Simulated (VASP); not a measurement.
The system is HfN.

```
Hf N
1.0
     0.00000    2.25600    2.25600
     2.25600    0.00000    2.25600
     2.25600    2.25600    0.00000
Hf N
1 1
Direct
  0.00000 0.00000 0.00000
  0.50000 0.50000 0.50000
```

Base run:

| Property | Result |
| --- | --- |
| Program | VASP 6.6.1 |
| Functional | SCAN |
| Potentials or basis | VASP PAW PBE potentials, release 64 (Hf_pv, N) |
| Cutoff | 520 eV |
| k mesh | 10 × 10 × 10 |
| Occupations | fermi-dirac, width 0.05 eV |
| Spin | no spin polarisation |

Its results: pressure -3.5 GPa.

Question: The run is repeated on the same cell with these changes: functional from SCAN to rSCAN. What comes out?

Answer: Pressure -1.0 GPa.

Caveats: the PAW data sets were made with another functional, which shifts forces and pressure a little.
